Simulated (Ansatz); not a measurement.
Born–Oppenheimer molecular dynamics of a periodic cell of 16 atoms, WC (start crystal WC, start structure P-6m2, volume 1.05 times the crystal's). It goes on from the last frame of an earlier run, with new velocities.

Computed with DFT PBE, scalar-relativistic, plane waves, PAW (Ansatz). Settings: PAW set soft_1, cutoff 420 eV, k mesh 3x3x3, fermi-dirac smearing 0.3 eV, no spin polarisation.

| Property | Result |
| --- | --- |
| ensemble | NPT, Langevin |
| time step | 1 fs |
| steps asked | 280 |
| set temperature | 2450 K |
| friction | 0.05 /fs |
| pressure | 5 GPa |
| seed | 656330 |

First frame:

```xyz
16
Lattice="-2.8902 -5.0060 0.0000 4.3353 -2.5030 0.0000 0.0000 0.0000 5.6775" Properties=species:S:1:pos:R:3
W -0.096 -4.847 0.065
C 1.545 -3.986 1.475
W 0.212 -4.683 2.889
C 1.413 -4.045 4.315
W -1.642 -2.341 0.181
C -0.194 -1.477 1.389
W -1.529 -2.293 2.713
C -0.230 -1.675 4.359
W 1.324 -2.277 -0.073
C 2.760 -1.440 1.601
W 1.240 -2.116 2.910
C 2.899 -1.329 4.408
W -0.042 0.330 -0.175
C -1.561 -4.141 1.338
W 0.027 0.280 2.760
C -1.206 -3.911 4.156
```

Task: What does the run give?

Result: The run went to its last step.

```
steps done                                               : 280
time covered                                             : 280 fs
mean temperature over the second half                    : 2445 K
spread of the potential energy over the second half      : 66.6 meV per atom
mean potential energy of the second half above the start : -170.4 meV per atom
mean pressure over the second half                       : 5.5 GPa
```

The conserved energy stayed within 0.43 meV per atom of its start (net change -0.11 meV per atom), so the integration is sound. A run of 0.28 ps of so small a system gives no equilibrium averages. Limits of this set-up: coarse k mesh. The cell's volume went from 164 to 174 Å³.

Task: What happens to the structure?

Result: Mean squared displacements from the first frame to the last, about the centre of mass, the cell's change included: W 0.05 Å², C 0.09 Å². The details hang on the random start.

Task: How do temperature and energy run in time?

Result: 
```
time (fs)  T (K)  potential energy less start (eV)  conserved less start (meV/atom)  P (GPa)  volume (Å³)
        0   2297                             0.000                             0.00     30.1        164.3
        9   2386                            -1.089                            -0.25     20.4        166.9
       18   1792                            -0.953                            -0.02     15.8        169.0
       27   1586                            -1.646                             0.07      8.1        172.4
       36   2963                            -2.641                            -0.12      6.4        173.1
       45   3040                            -3.666                            -0.21      7.6        171.5
       54   2558                            -4.218                            -0.16      5.9        171.2
       63   1671                            -3.717                             0.04      4.6        172.3
       72   2082                            -3.754                            -0.05      5.1        172.5
       81   1931                            -3.743                             0.18      5.8        171.4
       90   1521                            -3.989                             0.09      2.7        171.9
       99   2275                            -3.727                            -0.23      0.1        174.3
      108   1871                            -3.376                            -0.03      2.2        174.3
      117   1730                            -3.384                             0.05      6.3        172.4
      126   2788                            -4.725                            -0.27      6.1        171.3
      135   2173                            -4.287                             0.05     14.4        167.5
      144   1781                            -3.545                             0.31     16.0        167.3
      153   2523                            -4.515                             0.05     15.3        166.8
      162   2181                            -4.482                             0.15     13.1        167.6
      171   2583                            -3.998                            -0.09      9.3        170.1
      180   2505                            -2.591                             0.06      6.4        173.5
      189   1649                            -1.310                             0.20      2.7        177.0
      198   1511                            -1.747                             0.16     -2.2        179.0
      207   2184                            -2.733                            -0.01     -7.1        179.8
      216   2909                            -2.859                            -0.09     -5.0        178.6
      225   2268                            -2.575                             0.14      0.7        175.9
      234   2844                            -2.606                            -0.16      1.6        175.7
      243   2958                            -2.269                            -0.11      7.1        172.8
      252   3256                            -3.210                            -0.38      8.3        171.5
      261   2463                            -0.831                             0.21     12.3        171.8
      270   3204                            -1.393                            -0.19      7.8        173.4
      279   3660                            -3.040                            -0.09      2.9        173.8
```

Run time: 29 min on 2 threads of Intel(R) Xeon(R) CPU @ 2.60GHz (Ice Lake) (shared host), peak memory 0.81 GiB.
